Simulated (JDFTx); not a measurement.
# ZrS2 (P-3m1) in JDFTx: band structure with LDA

Aim: the band structure of ZrS2 with LDA.

Program: JDFTx 1.7.0 (patched build). These are calculated values, not measurements. Logs are shortened: lines on timing, memory, paths and dates and some standing lists are left out, and cuts for length are marked. The log counts tension as positive stress, the text compression.

**Measured values to compare with.**

“Stress-Tuned Optical Transitions in Layered 1T-MX2 (M= Hf, Zr, Sn; X= S, Se) Crystals”, 2022, arxiv:2210.12074 quotes, for a bulk crystal of ZrS2: band gap 1.68 eV (indirect).

The results are compared with them further down.

### Step 1. The structure

The structure is trigonal, space group P-3m1 (No. 164). The conventional cell has a = 3.691 Å, b = 3.691 Å, c = 6.041 Å, α = 90.00°, β = 90.00°, γ = 120.00°. Zr (site symmetry -3m) has 6 S at 2.57 Å as nearest neighbours. S (site symmetry 3m) is surrounded by 3 Zr at 2.57 Å.

The cell is a database's computed one.

### Step 2. Band structure, LDA

File bands.in:

```
lattice \
    6.9757020403    -3.4878510202     0.0000000000 \
    0.0000000000     6.0411351761     0.0000000000 \
    0.0000000000     0.0000000000    11.4159810467
coords-type Lattice
ion Zr     0.0000000000     0.0000000000     0.0000000000 1
ion S      0.3333333333     0.6666666667     0.2379099700 1
ion S      0.6666666667     0.3333333333     0.7620900300 1

ion-species pseudo/Zr.upf
ion-species pseudo/S.upf
elec-cutoff 35 280
elec-ex-corr lda-PW
elec-smearing Fermi 0.0018374661
elec-n-bands 18
electronic-minimize nIterations 30 energyDiffThreshold 1e-06
davidson-band-ratio 1.3
forces-output-coords Cartesian
include path.kpoints
symmetries none
fix-electron-density run.$VAR

dump-name bands.$VAR
dump End Ecomponents EigStats BandEigs Kpoints Forces
```

File path.kpoints:

```
kpoint +0.0000000000 +0.0000000000 +0.0000000000 0.020000000000
kpoint +0.0833333333 +0.0000000000 +0.0000000000 0.020000000000
kpoint +0.1666666667 +0.0000000000 +0.0000000000 0.020000000000
kpoint +0.2500000000 +0.0000000000 +0.0000000000 0.020000000000
kpoint +0.3333333333 +0.0000000000 +0.0000000000 0.020000000000
kpoint +0.4166666667 +0.0000000000 +0.0000000000 0.020000000000
kpoint +0.5000000000 +0.0000000000 +0.0000000000 0.020000000000
kpoint +0.4444444444 +0.1111111111 +0.0000000000 0.020000000000
kpoint +0.3888888889 +0.2222222222 +0.0000000000 0.020000000000
kpoint +0.3333333333 +0.3333333333 +0.0000000000 0.020000000000
kpoint +0.2916666667 +0.2916666667 +0.0000000000 0.020000000000
kpoint +0.2500000000 +0.2500000000 +0.0000000000 0.020000000000
kpoint +0.2083333333 +0.2083333333 +0.0000000000 0.020000000000
kpoint +0.1666666667 +0.1666666667 +0.0000000000 0.020000000000
kpoint +0.1250000000 +0.1250000000 +0.0000000000 0.020000000000
kpoint +0.0833333333 +0.0833333333 +0.0000000000 0.020000000000
kpoint +0.0416666667 +0.0416666667 +0.0000000000 0.020000000000
kpoint +0.0000000000 +0.0000000000 +0.0000000000 0.020000000000
kpoint +0.0000000000 +0.0000000000 +0.1666666667 0.020000000000
kpoint +0.0000000000 +0.0000000000 +0.3333333333 0.020000000000
kpoint +0.0000000000 +0.0000000000 +0.5000000000 0.020000000000
kpoint +0.0714285714 +0.0000000000 +0.5000000000 0.020000000000
kpoint +0.1428571429 +0.0000000000 +0.5000000000 0.020000000000
kpoint +0.2142857143 +0.0000000000 +0.5000000000 0.020000000000
kpoint +0.2857142857 +0.0000000000 +0.5000000000 0.020000000000
kpoint +0.3571428571 +0.0000000000 +0.5000000000 0.020000000000
kpoint +0.4285714286 +0.0000000000 +0.5000000000 0.020000000000
kpoint +0.5000000000 +0.0000000000 +0.5000000000 0.020000000000
kpoint +0.4583333333 +0.0833333333 +0.5000000000 0.020000000000
kpoint +0.4166666667 +0.1666666667 +0.5000000000 0.020000000000
kpoint +0.3750000000 +0.2500000000 +0.5000000000 0.020000000000
kpoint +0.3333333333 +0.3333333333 +0.5000000000 0.020000000000
kpoint +0.2962962963 +0.2962962963 +0.5000000000 0.020000000000
kpoint +0.2592592593 +0.2592592593 +0.5000000000 0.020000000000
kpoint +0.2222222222 +0.2222222222 +0.5000000000 0.020000000000
kpoint +0.1851851852 +0.1851851852 +0.5000000000 0.020000000000
kpoint +0.1481481481 +0.1481481481 +0.5000000000 0.020000000000
kpoint +0.1111111111 +0.1111111111 +0.5000000000 0.020000000000
kpoint +0.0740740741 +0.0740740741 +0.5000000000 0.020000000000
kpoint +0.0370370370 +0.0370370370 +0.5000000000 0.020000000000
kpoint +0.0000000000 +0.0000000000 +0.5000000000 0.020000000000
kpoint +0.5000000000 +0.0000000000 +0.5000000000 0.020000000000
kpoint +0.5000000000 +0.0000000000 +0.3333333333 0.020000000000
kpoint +0.5000000000 +0.0000000000 +0.1666666667 0.020000000000
kpoint +0.5000000000 +0.0000000000 +0.0000000000 0.020000000000
kpoint +0.3333333333 +0.3333333333 +0.0000000000 0.020000000000
kpoint +0.3333333333 +0.3333333333 +0.1250000000 0.020000000000
kpoint +0.3333333333 +0.3333333333 +0.2500000000 0.020000000000
kpoint +0.3333333333 +0.3333333333 +0.3750000000 0.020000000000
kpoint +0.3333333333 +0.3333333333 +0.5000000000 0.020000000000
```

Potentials or basis: PseudoDojo-SR-LDA-0.4.1-standard with smoothed tails.

Started as:

```console
$ jdftx -c 1 -i bands.in -o bands.out
```

What it wrote:

```text
*************** JDFTx 1.7.0 (patched build) ***************

Input parsed successfully to the following command list (including defaults):
[... the input with its defaults ...]

---------- Initializing the Grid ----------
R =
[       6.9757     -3.48785            0  ]
[            0      6.04114            0  ]
[            0            0       11.416  ]
unit cell volume = 481.083
G =
[   0.900724   0.520033         -0  ]
[          0    1.04007          0  ]
[          0         -0   0.550385  ]
Minimum fftbox size, Smin = [  56  56  88  ]
Chosen fftbox size, S = [  56  56  90  ]

---------- Initializing tighter grid for wavefunction operations ----------
R =
[       6.9757     -3.48785            0  ]
[            0      6.04114            0  ]
[            0            0       11.416  ]
unit cell volume = 481.083
G =
[   0.900724   0.520033         -0  ]
[          0    1.04007          0  ]
[          0         -0   0.550385  ]
Minimum fftbox size, Smin = [  40  40  64  ]
Chosen fftbox size, S = [  40  40  64  ]

---------- Exchange Correlation functional ----------
Initalized Slater LDA exchange.
Initalized Perdew-Wang LDA correlation.

---------- Setting up pseudopotentials ----------
Width of ionic core gaussian charges (only for fluid interactions / plotting) set to 0

Reading pseudopotential file 'pseudo/Zr.upf':
  'Zr' pseudopotential, 'SLA  PW   NOGX NOGC' functional
  Generated using ONCVPSP code by D. R. Hamann
  12 valence electrons, 4 orbitals, 6 projectors, 1001 radial grid points, with lMax = 2
    4S    l: 0   occupation:  2.0   eigenvalue: -2.003503
    4P    l: 1   occupation:  6.0   eigenvalue: -1.194547
    4D    l: 2   occupation:  2.0   eigenvalue: -0.137253
    5S    l: 0   occupation:  2.0   eigenvalue: -0.168643
  Core radius for overlap checks: 1.48 bohrs.

Reading pseudopotential file 'pseudo/S.upf':
  'S' pseudopotential, 'SLA  PW   NOGX NOGC' functional
  Generated using ONCVPSP code by D. R. Hamann
  6 valence electrons, 2 orbitals, 6 projectors, 1001 radial grid points, with lMax = 2
    3S    l: 0   occupation:  2.0   eigenvalue: -0.635064
    3P    l: 1   occupation:  4.0   eigenvalue: -0.261175
  Core radius for overlap checks: 1.67 bohrs.

Initialized 2 species with 3 total atoms.

Folded 50 k-points by 1x1x1 to 50 k-points.

---------- Setting up k-points, bands, fillings ----------
No reducable k-points.
Computing the number of bands and number of electrons
Calculating initial fillings.
nElectrons:  24.000000   nBands: 18   nStates: 50

----- Setting up reduced wavefunction bases (one per k-point) -----
average nbasis = 4756.780 , ideal nbasis = 4757.905

---------- Setting up ewald sum ----------
Optimum gaussian width for ewald sums = 2.602934 bohr.
Real space sum over 1521 unit cells with max indices [  6  6  4  ]
Reciprocal space sum over 2873 terms with max indices [  6  6  8  ]

---------- Allocating electronic variables ----------
Reading n from file 'run.n' ... done
Initializing wave functions:  linear combination of atomic orbitals

----------- Band structure minimization -------------
Minimization will be done independently for each quantum number.

---- Minimization of quantum number:     0  [ +0.0000000 +0.0000000 +0.0000000 ]  0.040000000 ----
BandDavidson: Iter:   0  Eband: -0.036264628553671
BandDavidson: Iter:   1  Eband: -0.042543161302614  dEband: -6.278533e-03
BandDavidson: Iter:   2  Eband: -0.043438441700631  dEband: -8.952804e-04
BandDavidson: Iter:   3  Eband: -0.043618595241283  dEband: -1.801535e-04
[... 860 lines of inner loops ...]
BandDavidson: Iter:  16  Eband: -0.041344059999015  dEband: -1.003820e-06
BandDavidson: Iter:  17  Eband: -0.041344661334279  dEband: -6.013353e-07
BandDavidson: Converged (dEband<1.000000e-06)
	FillingsUpdate:  mu: +0.247640401  nElectrons: 24.000000

Dumping 'bands.eigStats' ...
	eMin: -1.565113 at state 19 ( [ +0.000000 +0.000000 +0.333333 ] spin 0 )
	HOMO: +0.230228 at state 15 ( [ +0.083333 +0.083333 +0.000000 ] spin 0 )
	mu  : +0.247640
	LUMO: +0.263813 at state 41 ( [ +0.500000 +0.000000 +0.500000 ] spin 0 )
	eMax: +0.534524 at state 36 ( [ +0.148148 +0.148148 +0.500000 ] spin 0 )
	HOMO-LUMO gap: +0.033585
	Optical gap  : +0.056167 at state 17 ( [ +0.000000 +0.000000 +0.000000 ] spin 0 )
Done!
[note: mu, HOMO and LUMO in a band run belong to the points of the path alone and aren't those of the crystal]
```

Wall time 36 s (1 thread of Intel Xeon 6975P-C (Granite Rapids), shared host); peak memory 0.13 GiB.

What came out:

```
Band gap along the path : 0.91 eV, indirect (least direct gap 1.53 eV)
```

Levels at the corners of the path, in eV from the valence-band top:
```
point  band 10  band 11  band 12  band 13  band 14  band 15
    Γ    -0.07    -0.07    -0.04     1.49     1.49     2.31
    M    -2.39    -1.68    -1.17     1.09     3.15     3.40
    K    -1.99    -1.99    -1.43     2.08     3.10     3.10
    Γ    -0.07    -0.07    -0.04     1.49     1.49     2.31
    A    -1.65    -0.17    -0.17     1.46     1.46     2.63
    L    -2.23    -0.97    -0.79     0.91     3.14     3.40
    H    -1.88    -1.75    -1.75     2.18     2.83     2.83
    A    -1.65    -0.17    -0.17     1.46     1.46     2.63
    L    -2.23    -0.97    -0.79     0.91     3.14     3.40
    M    -2.39    -1.68    -1.17     1.09     3.15     3.40
    K    -1.99    -1.99    -1.43     2.08     3.10     3.10
    H    -1.88    -1.75    -1.75     2.18     2.83     2.83
```

### Step 3. Comparison with measurements

Step 2. Against the measured gap of ZrS2, 1.68 eV (indirect; quoted in “Stress-Tuned Optical Transitions in Layered 1T-MX2 (M= Hf, Zr, Sn; X= S, Se) Crystals”, 2022, arxiv:2210.12074), the calculated 0.91 eV is off by -0.77 eV. Spin-orbit coupling on Zr is left out. The value is that of LDA, without temperature or zero-point motion. Semilocal functionals fall short of measured gaps as a rule. The cell is a database's relaxed one, not the measured one, which moves gaps too.
